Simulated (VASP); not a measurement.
# TiN in VASP: further runs, part 2 of 2

VASP 6.6.1.

### Step 4. Single point, PBE

Contents of INCAR:

```
SYSTEM = TiN
PREC = Accurate ; ENCUT = 520
EDIFF = 1E-6 ; ISMEAR = 1
SIGMA = 0.1 ; LREAL = .False.
LASPH = .True. ; NELM = 80
ALGO = Normal ; ISIF = 2
LWAVE = .False. ; LCHARG = .False.
LDIPOL = .True. ; IDIPOL = 3
DIPOL = 0.5 0.5 0.500 ; GGA = PE
NBANDS = 72 ; LVHAR = .True.
LVACPOTAV = .True. ; ICORELEVEL = 1
KPAR = 4
```

Contents of KPOINTS:

```
Automatic mesh
0
Gamma
  13 13 1
  0 0 0
```

Contents of POSCAR:

```
TiN                                     
1.0
    3.0042124600      0.0000000000      0.0000000000
    0.0000000000      3.0042124600      0.0000000000
    0.0000000000      0.0000000000     27.7457940000
  Ti              N             
     7     7
Direct
     0.5000000000000000    0.5000000000000000    0.2741031145625636
     0.0000000000000000    0.0000000000000000    0.3467901977034550
     0.5000000000000000    0.5000000000000000    0.4229632956059904
     0.0000000000000000    0.0000000000000000    0.5000000000000000
     0.5000000000000000    0.5000000000000000    0.5770367043940096
     0.0000000000000000    0.0000000000000000    0.6532098022965449
     0.5000000000000000    0.5000000000000000    0.7258968854374366
     0.0000000000000000    0.0000000000000000    0.2677172781363292
     0.5000000000000000    0.5000000000000000    0.3461978251694244
     0.0000000000000000    0.0000000000000000    0.4234527751267167
     0.5000000000000000    0.5000000000000000    0.5000000000000000
     1.0000000000000000    0.0000000000000000    0.5765472248732832
     0.5000000000000000    0.5000000000000000    0.6538021748305756
     0.0000000000000000    0.0000000000000000    0.7322827218636709
```

Potentials or basis: VASP PAW PBE potentials, release 64 (Ti_sv, N).

Launch:

```sh
> cat potpaw_PBE.64/Ti_sv/POTCAR potpaw_PBE.64/N/POTCAR > POTCAR
> mpirun -np 4 vasp_std > vasp.out
```

OUTCAR:

```text
SYSTEM = TiN
   PREC = Accurate
   ENCUT = 520
   EDIFF = 1E-6
   ISMEAR = 1
   LREAL = .False.
   LASPH = .True.
   NELM = 80
   ISIF = 2
   GGA = PE

 ion  position               nearest neighbor table
   1  0.500  0.500  0.274-   9 2.00   8 2.13   8 2.13   8 2.13   8 2.13
   2  0.000  0.000  0.347-   9 2.12   9 2.12   9 2.12   9 2.12  10 2.13   8 2.19
   3  0.500  0.500  0.423-  10 2.12  10 2.12  10 2.12  10 2.12   9 2.13  11 2.14
   4  0.000  0.000  0.500-  10 2.12  12 2.12  11 2.12  11 2.12  11 2.12  11 2.12
   5  0.500  0.500  0.577-  12 2.12  12 2.12  12 2.12  12 2.12  13 2.13  11 2.14
[... 540 lines left out ...]
     3.004212460  0.000000000  0.000000000     0.332865939  0.000000000  0.000000000
     0.000000000  3.004212460  0.000000000     0.000000000  0.332865939  0.000000000
     0.000000000  0.000000000 27.745794000     0.000000000  0.000000000  0.036041499

 POSITION                                       TOTAL-FORCE (eV/Angst)
 -----------------------------------------------------------------------------------
      1.50211      1.50211      7.60521         0.000000     -0.000000      0.003412
      0.00000      0.00000      9.62197        -0.000000      0.000000      0.014021
      1.50211      1.50211     11.73545        -0.000000      0.000000     -0.002193
      0.00000      0.00000     13.87290        -0.000000      0.000000      0.000000
      1.50211      1.50211     16.01034        -0.000000      0.000000      0.002193
      0.00000      0.00000     18.12382        -0.000000      0.000000     -0.014021
      1.50211      1.50211     20.14059         0.000000     -0.000000     -0.003412
      0.00000      0.00000      7.42803        -0.000000      0.000000      0.019551
      1.50211      1.50211      9.60553         0.000000     -0.000000     -0.002707
      0.00000      0.00000     11.74903        -0.000000      0.000000      0.004668
      1.50211      1.50211     13.87290        -0.000000      0.000000      0.000000
      0.00000      0.00000     15.99676        -0.000000      0.000000     -0.004668
      1.50211      1.50211     18.14026        -0.000000     -0.000000      0.002707
      0.00000      0.00000     20.31777        -0.000000      0.000000     -0.019551
 -----------------------------------------------------------------------------------
    total drift:                                0.000000     -0.000000     -0.000000

  FREE ENERGIE OF THE ION-ELECTRON SYSTEM (eV)
  ---------------------------------------------------
  free  energy   TOTEN  =      -136.0434898789 eV

  energy  without entropy=     -136.0467618881  energy(sigma->0) =     -136.04458055

 vacuum level on the upper side and lower side of the slab         7.657         7.657
```

stdout:

```text
POSCAR found type information on POSCAR TiN
 POSCAR found :  2 types and      14 ions
 scaLAPACK will be used
 LDA part: xc-table for (Slater+PW92), standard interpolation
 POSCAR, INCAR and KPOINTS ok, starting setup
 FFT: planning ... GRIDC
 FFT: planning ... GRID_SOFT
 FFT: planning ... GRID
 WAVECAR not read
 entering main loop
 -----------------------------------------------------------------------------
|                                                                             |
|           W    W    AA    RRRRR   N    N  II  N    N   GGGG   !!!           |
|           W    W   A  A   R    R  NN   N  II  NN   N  G    G  !!!           |
|           W    W  A    A  R    R  N N  N  II  N N  N  G       !!!           |
|           W WW W  AAAAAA  RRRRR   N  N N  II  N  N N  G  GGG   !            |
|           WW  WW  A    A  R   R   N   NN  II  N   NN  G    G                |
|           W    W  A    A  R    R  N    N  II  N    N   GGGG   !!!           |
|                                                                             |
|     Did not find any points to average over, which means that no vacuum     |
|     field-free region was found. Please increase the size of  your cell     |
|     in the dimension of the dipole correction to obtain accurate            |
|     workfunction values.                                                    |
|                                                                             |
 -----------------------------------------------------------------------------
```

It took 5.9 min on 4 MPI ranks of Intel Xeon Platinum 8259CL at 2.50GHz (Skylake/Cascade Lake), shared host; peak memory 0.57 GiB.

What came out:

* Free energy: -136.0435 eV
* Largest force: 0.020 eV/Å
* Band gap on the k mesh: none (metal or under the smearing width)
* Work function of the upper face: 2.94 eV
* Work function of the lower face: 2.94 eV

Forces in eV/Å, atoms in the order of the input:
```
Ti   0.000  0.000  0.003
Ti   0.000  0.000  0.014
Ti   0.000  0.000 -0.002
Ti   0.000  0.000  0.000
Ti   0.000  0.000  0.002
Ti   0.000  0.000 -0.014
Ti   0.000  0.000 -0.003
N    0.000  0.000  0.020
N    0.000  0.000 -0.003
N    0.000  0.000  0.005
N    0.000  0.000  0.000
N    0.000  0.000 -0.005
N    0.000  0.000  0.003
N    0.000  0.000 -0.020
```

Levels at points of the mesh, in eV from the Fermi level:
```csv
k point,band 57,band 58,band 59,band 60,band 61,band 62
"(0.00, 0.00, 0.00)",-2.04,-1.96,-1.96,-1.84,-1.29,-0.82
```

Core levels (eV, on the scale of the bands):
| atom | levels |
| --- | --- |
| 1 Ti | 1s -4859.0, 2s -527.7, 2p -435.0 |
| 2 Ti | 1s -4858.7, 2s -527.5, 2p -434.7 |
| 3 Ti | 1s -4858.9, 2s -527.7, 2p -435.0 |
| 4 Ti | 1s -4858.9, 2s -527.7, 2p -434.9 |
| 5 Ti | 1s -4858.9, 2s -527.7, 2p -435.0 |
| 6 Ti | 1s -4858.7, 2s -527.5, 2p -434.7 |
